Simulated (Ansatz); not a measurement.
# Te (P3_121) in Ansatz: equation of state

How stiff is Te in PBE, and what volume does it want? The cell is scaled to several volumes.

All numbers are computed with Ansatz 0.2.0; they aren't measurements. Logs are shortened: lines on timing, memory, paths and dates and some standing lists are left out, and cuts for length are marked.

## 1. The structure

Symmetry: P3_121, No. 152, trigonal system. Conventional cell: a = 4.454 Å, b = 4.454 Å, c = 5.924 Å, α = 90.00°, β = 90.00°, γ = 120.00°. Around Te (site symmetry 2) lie 2 Te at 2.86 Å.

## 2. Equation of state, PBE

Potentials or basis: all-electron LAPW, scalar-relativistic.

No new run: the results of the series are fitted here.

What came out:

```
Equilibrium volume                        : 34.97 Å³/atom
Bulk modulus at fixed shape and positions : 45 GPa
Pressure derivative of the bulk modulus   : 4.6
```

Energy against volume, from the lowest point:
| volume (Å³/atom) | energy (meV/atom) |
| --- | --- |
| 31.890 | 44.62 |
| 32.568 | 25.92 |
| 33.247 | 12.64 |
| 33.925 | 4.22 |
| 34.604 | 0.16 |
| 35.282 | 0.00 |
| 35.961 | 3.33 |

Caveat: the cell was scaled at fixed shape and fractional positions, which overstates the stiffness of a crystal with free parameters, most of all of layers and chains.
